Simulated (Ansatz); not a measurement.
# FePt4: the cost of one run

Method: DFT PBE, scalar-relativistic, plane waves, PAW, in Ansatz 0.2.0.

## 1. The starting structure

The structure is trigonal, space group R-3m (No. 166). The conventional cell has a = 4.409 Å, b = 4.409 Å, c = 13.499 Å, α = 90.00°, β = 90.00°, γ = 120.00°. Fe (site symmetry -3m) has 8 Pt at 2.70 Å as nearest neighbours. Pt (site symmetry 3m) has 5 Pt at 2.70 Å and 3 Fe at 2.70 Å as nearest neighbours. Pt (site symmetry 3m) has 7 Pt at 2.70 Å and 1 Fe at 2.70 Å as nearest neighbours.

As a file:

```
CELL_PARAMETERS angstrom
2.20430 1.27265 4.49951
-2.20430 1.27265 4.49951
0.00000 -2.54531 4.49951
ATOMIC_POSITIONS crystal
Fe 0.00000 0.00000 0.00000
Pt 0.60000 0.60000 0.60000
Pt 0.80000 0.80000 0.80000
Pt 0.20000 0.20000 0.20000
Pt 0.40000 0.40000 0.40000
```

The start is an ordering of an alloy on its end members' structure types: elements ordered on the sites of the Mn type, Fe/Pt on Mn (R-3m, No. 166).

## 2. Probe: one point on a coarse mesh

File input.yaml:

```yaml
crystal:
  lattice:
    - [2.20430282, 1.27265483, 4.4995143]
    - [-2.20430282, 1.27265483, 4.4995143]
    - [0.0, -2.54530966, 4.4995143]
  atoms:
    - { symbol: Fe, position: [0.0, 0.0, 0.0], spin: 4.0 }
    - { symbol: Pt, position: [0.6, 0.6, 0.6] }
    - { symbol: Pt, position: [0.8, 0.8, 0.8] }
    - { symbol: Pt, position: [0.2, 0.2, 0.2] }
    - { symbol: Pt, position: [0.4, 0.4, 0.4] }
basis:
  ecutwfc: 420
kpoints:
  mp_grid: { grid: [6, 6, 6] }
hamiltonian:
  xc: pbe
scf:
  occupations: { method: gaussian, width: 0.1 }
  lower_state_search: "off"
output:
  forces: true
  stress: true
  eigenvalues: true
  populations: true
magnetization:
  spin_polarized: true
```

On the command line:

```console
$ ansatz run input.yaml --threads 4 --pin off --max-ram 8192MiB --backend cpu --events-out ev --progress --plain --runs-dir out
```

Q: Estimate wall time and peak memory on 4 threads of Arm Neoverse V2, shared host.

About 6.2 s, with a peak of 0.54 GiB.
